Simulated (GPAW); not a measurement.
# Yb (Fm-3m) in GPAW: single point with PBE

Aim: the single point of Yb with PBE.

All numbers are computed with GPAW 26.7.0; they aren't measurements. Logs are shortened: lines on timing, memory, paths and dates and some standing lists are left out, and cuts for length are marked. The log counts tension as positive stress, the text compression.

## Step 1: The structure

Symmetry: Fm-3m, No. 225, cubic system. Conventional cell: a = 5.486 Å, b = 5.486 Å, c = 5.486 Å, α = 90.00°, β = 90.00°, γ = 90.00°. Yb (site symmetry m-3m) has 12 Yb at 3.88 Å as nearest neighbours.

## Step 2: Single point, PBE, collinear spin, ferromagnetic start

run.py reads:

```python
from ase import Atoms
from ase.dft.bandgap import bandgap
from ase.io import write
from ase.units import GPa
from gpaw import GPAW, PW

atoms = Atoms(['Yb'],
              cell=[[0.0, 2.7431, 2.7431],
                    [2.7431, 0.0, 2.7431],
                    [2.7431, 2.7431, 0.0]],
              scaled_positions=[[0.0, 0.0, 0.0]],
              pbc=True)
atoms.set_initial_magnetic_moments([2.5])

calc = GPAW(mode=PW(800),
            xc='PBE',
            kpts={'size': (8, 8, 8), 'gamma': True},
            occupations={'name': 'fermi-dirac', 'width': 0.05},
            nbands=24,
            convergence={'density': 1e-05, 'energy': 1e-05},
            maxiter=150,
            txt='gpaw.txt')
atoms.calc = calc
energy = atoms.get_potential_energy()
forces = atoms.get_forces()
stress = atoms.get_stress()
calc.write('gs.gpw')
write('result.traj', atoms)
print(f'Energy: {energy:.6f} eV')
print('Forces (eV/A):')
print(forces.round(4))
print('Stress (GPa):', (stress / GPa).round(3))
print('Moments:', calc.get_magnetic_moments().round(3))
print('Fermi level:', round(calc.get_fermi_level(), 4), 'eV')
print(f'Gap: {bandgap(calc)[0]:.4f} eV, direct: {bandgap(calc, direct=True)[0]:.4f} eV')
```

Potentials or basis: GPAW PAW data sets (gpaw-data 1.2.1), pw.

Started as:

```
$ OMP_NUM_THREADS=1 python run.py
```

gpaw.txt:

```text
__  _  _
 | _ |_)|_||  |
 |__||  | ||/\| - 26.7.0

Input parameters:
  mode=PW(ecut=800.0),
  convergence={'density': 1e-05, 'energy': 1e-05},
  kpts=MonkhorstPack(size=(8, 8, 8), gamma=True),
  maxiter=150,
  nbands=24,
  occupations=Occupations(name='fermi-dirac', width=0.05),
  xc=XC(name='PBE')

Diagonalizing LCAO Hamiltonian
Converting LCAO to pw mode

       Yb

Atoms  # Å, Bohr magnetons
|   | symbol |        x |        y |        z |    initial magnetic moments |
|---|--------|----------|----------|----------|-----------------------------|
| 0 |     Yb | 0.000000 | 0.000000 | 0.000000 | ( 0.0000,  0.0000,  2.5000) |

Unit cell  # Å
| periodic |        x |        y |        z |  lengths |    angles |
|----------|----------|----------|----------|----------|-----------|
|      yes | 0.000000 | 2.743100 | 2.743100 | 3.879329 | 60.000000 |
|      yes | 2.743100 | 0.000000 | 2.743100 | 3.879329 | 60.000000 |
|      yes | 2.743100 | 2.743100 | 0.000000 | 3.879329 | 60.000000 |

Number of symmetries: 48
Symmetry operations  # r_c * U_cc + t_c -> r_c
|    | kind |            matrix            |
|----|------|------------------------------|
|  0 |  σ   |  1, 0, 0,  1, 0,-1,  1,-1, 0 |
|  1 |  C2  |  1, 0, 0,  1,-1, 0,  1, 0,-1 |
|  2 |  E   |  1, 0, 0,  0, 1, 0,  0, 0, 1 |
|  3 |  σ   |  1, 0, 0,  0, 0, 1,  0, 1, 0 |
|  4 |  C4  |  1, 0,-1,  1, 0, 0,  1,-1, 0 |
|  5 |  S6  |  1, 0,-1,  1,-1, 0,  1, 0, 0 |
|  6 |  σ   |  1, 0,-1,  0, 1,-1,  0, 0,-1 |
|  7 |  C3  |  1, 0,-1,  0, 0,-1,  0, 1,-1 |
|  8 |  S6  |  1,-1, 0,  1, 0, 0,  1, 0,-1 |
|  9 |  C4  |  1,-1, 0,  1, 0,-1,  1, 0, 0 |
| 10 |  C3  |  1,-1, 0,  0,-1, 1,  0,-1, 0 |
| 11 |  σ   |  1,-1, 0,  0,-1, 0,  0,-1, 1 |
| 12 |  σ   |  0, 1, 0,  1, 0, 0,  0, 0, 1 |
| 13 |  C4  |  0, 1, 0,  0, 1,-1, -1, 1, 0 |
| 14 |  C3  |  0, 1, 0,  0, 0, 1,  1, 0, 0 |
| 15 |  S6  |  0, 1, 0, -1, 1, 0,  0, 1,-1 |
| 16 |  C2  |  0, 1,-1,  1, 0,-1,  0, 0,-1 |
| 17 |  σ   |  0, 1,-1,  0, 1, 0, -1, 1, 0 |
| 18 |  S4  |  0, 1,-1,  0, 0,-1,  1, 0,-1 |
| 19 |  C4  |  0, 1,-1, -1, 1, 0,  0, 1, 0 |
| 20 |  C3  |  0, 0, 1,  1, 0, 0,  0, 1, 0 |
| 21 |  σ   |  0, 0, 1,  0, 1, 0,  1, 0, 0 |
| 22 |  S6  |  0, 0, 1,  0,-1, 1, -1, 0, 1 |
| 23 |  C4  |  0, 0, 1, -1, 0, 1,  0,-1, 1 |
| 24 |  S4  |  0, 0,-1,  1, 0,-1,  0, 1,-1 |
| 25 |  C3  |  0, 0,-1,  0, 1,-1,  1, 0,-1 |
| 26 |  C2  |  0, 0,-1,  0,-1, 0, -1, 0, 0 |
| 27 |  S6  |  0, 0,-1, -1, 0, 0,  0,-1, 0 |
| 28 |  S4  |  0,-1, 1,  1,-1, 0,  0,-1, 0 |
| 29 |  C4  |  0,-1, 1,  0, 0, 1, -1, 0, 1 |
| 30 |  C2  |  0,-1, 1,  0,-1, 0,  1,-1, 0 |
| 31 |  σ   |  0,-1, 1, -1, 0, 1,  0, 0, 1 |
| 32 |  C3  |  0,-1, 0,  1,-1, 0,  0,-1, 1 |
| 33 |  S6  |  0,-1, 0,  0, 0,-1, -1, 0, 0 |
| 34 |  S4  |  0,-1, 0,  0,-1, 1,  1,-1, 0 |
| 35 |  C2  |  0,-1, 0, -1, 0, 0,  0, 0,-1 |
[... 99 lines left out ...]
  SVD Regularization: 0.005
  Good broyden scale: 1.0
  Trust region scale: 1.0
  Backstep threshold: 4.0
  History deletion threshold: 6.0
  Fourier metric: weight=20.0, sigma=0.015

occupation numbers:
  Fermi-Dirac:
    width: 0.0500  # eV

poisson solver:
  ecut: 6400.0  # eV

xc functional:
  name: PBE with 2 nearest neighbor stencil

convergence criteria:
- Maximum integral of absolute [dens]ity change: 1e-05 electrons / valence electron
- Maximum [total energy] change in last 3 cyles: 1e-05 eV / valence electron
- Maximum integral of absolute [eigenst]ate change: 4e-08 eV^2 / valence electron
maximum number of iterations: 150

SCF iterations
|iter     | |      energy | eigst |  dens |  magmom |
|---------|-|-------------|-------|-------|---------|
|iter:   1| |  -35.003649 | +0.54 |       |  +2.1078|
|iter:   2| |  -27.679708 | -1.50 | -0.58 |  +2.0227|
|iter:   3| |  -29.719020 | +0.45 | -0.61 |  +0.8756|
|iter:   4| |   -7.852082 | +0.39 | -0.14 |  +1.3383|
|iter:   5| |   -2.414149 | -0.81 | -0.83 |  +0.9300|
|iter:   6| |   -2.308765 | -2.72 | -1.05 |  +0.8351|
|iter:   7| |   -1.289387 | -0.93 | -1.09 |  +0.4203|
|iter:   8| |   -1.520343 | -1.39 | -1.23 |  +0.5295|
|iter:   9| |   -1.518239 | -1.29 | -1.29 |  +0.2266|
|iter:  10| |   -1.434369 | -1.38 | -0.99 |  +0.4279|
|iter:  11| |   -1.288612 | -1.49 | -1.36 |  +0.0925|
[... 4 lines left out ...]
|iter:  16| |   -1.190895 | -2.61 | -1.48 |  +0.1001|
|iter:  17| |   -1.202594 | -2.89 | -2.20 |  +0.0229|
|iter:  18| |   -1.186973 | -3.30 | -1.70 |  +0.0793|
|iter:  19| |   -1.192322 | -3.62 | -2.28 |  +0.0522|
|iter:  20| |   -1.189007 | -4.58 | -1.92 |  +0.0594|
|iter:  21| |   -1.187618 | -3.93 | -2.03 |  +0.0694|
|iter:  22| |   -1.192329 | -3.83 | -2.33 |  +0.0445|
|iter:  23| |   -1.188594 | -4.06 | -2.32 |  +0.0205|
|iter:  24| |   -1.189653 | -4.89 | -2.61 |  -0.0010|
|iter:  25| |   -1.189659 | -5.63 | -2.94 |  -0.0052|
|iter:  26| |   -1.189563c| -6.73 | -3.52 |  -0.0048|
|iter:  27| |   -1.189572c| -7.13 | -3.87 |  -0.0034|
|iter:  28| |   -1.189594c| -6.72 | -4.08 |  -0.0006|
|iter:  29| |   -1.189590c| -8.25c| -4.48 |  -0.0001|
|iter:  30| |   -1.189588c| -8.12c| -4.93 |  -0.0001|
|iter:  31| |   -1.189589c| -9.11c| -5.47c|  -0.0000|

Converged in 31 steps
Energy contributions relative to reference atoms: (reference = -382585.272641)

Energy contributions:
  Kinetic:         -23.488022
  Coulomb:          22.307826
  Zero:              0.211476
  External:          0.000000
  Xc:               -0.213660
  Entropy:          -0.014418
  Spinorbit:         0.000000
  ----------------------------
  Free energy:      -1.196798
  Extrapolated:     -1.189589

dipole moment: (-25.177801, -25.177801, -25.177801)  # |e|*Ang

Total magnetic moment: (0.000000, 0.000000, -0.000026)

Local magnetic moments
|        x |        y |        z |
|----------|----------|----------|
| 0.000000 | 0.000000 | 0.000011 |  # Yb   0

Fermi level: 5.359
Eigenvalues  # (at kpt = [0.000, 0.000, 0.000])
| band index |      eig [eV] | occ [0-1] |      eig [eV] | occ [0-1] |
|------------|---------------|-----------|---------------|-----------|
|          0 |       -46.364 |     1.000 |       -46.364 |     1.000 |
|        ... |               |           |               |           |
|          4 |         0.476 |     1.000 |         0.476 |     1.000 |
|          5 |         4.909 |     1.000 |         4.909 |     1.000 |
|          6 |         4.991 |     0.999 |         4.991 |     0.999 |
|          7 |         4.991 |     0.999 |         4.991 |     0.999 |
|          8 |         4.991 |     0.999 |         4.991 |     0.999 |
|          9 |         5.085 |     0.996 |         5.085 |     0.996 |
[... 8 lines left out ...]
|         18 |        16.639 |     0.000 |        16.639 |     0.000 |
|         19 |        16.639 |     0.000 |        16.639 |     0.000 |
|        ... |               |           |               |           |
|         23 |        23.428 |     0.000 |        23.428 |     0.000 |

No gap
No difference between direct/indirect transitions

Forces  # eV/Ang
|        x |        y |        z |
|----------|----------|----------|
| -0.00000 | -0.00000 | -0.00000 |  # Yb   0

Stress tensor  # eV/Ang^3
|         x |         y |         z |
|-----------|-----------|-----------|
|  0.012975 | -0.000000 |  0.000000 |
| -0.000000 |  0.012975 | -0.000000 |
|  0.000000 | -0.000000 |  0.012975 |

# Writing to gs.gpw (mode='')
```

stdout:

```text
Energy: -1.189589 eV
Forces (eV/A):
[[-0. -0. -0.]]
Stress (GPa): [ 2.079  2.079  2.079 -0.     0.    -0.   ]
Moments: [0.]
Fermi level: 5.3594 eV
Gap: 0.0000 eV, direct: 0.0000 eV
```

Run time: 4 min. Hardware: 1 thread of Intel Xeon Platinum 8375C at 2.90GHz (Ice Lake), shared host; peak memory 0.25 GiB.

What came out:

* Free energy: -1.1968 eV
* Pressure: -2.1 GPa
* Band gap on the k mesh: none (metal or under the smearing width)
* Net moment: 0.00 μB per cell

Caveat: one-centre terms of the f shell are cut off; spin-orbit coupling is left out, which moves the levels of the heavy elements.
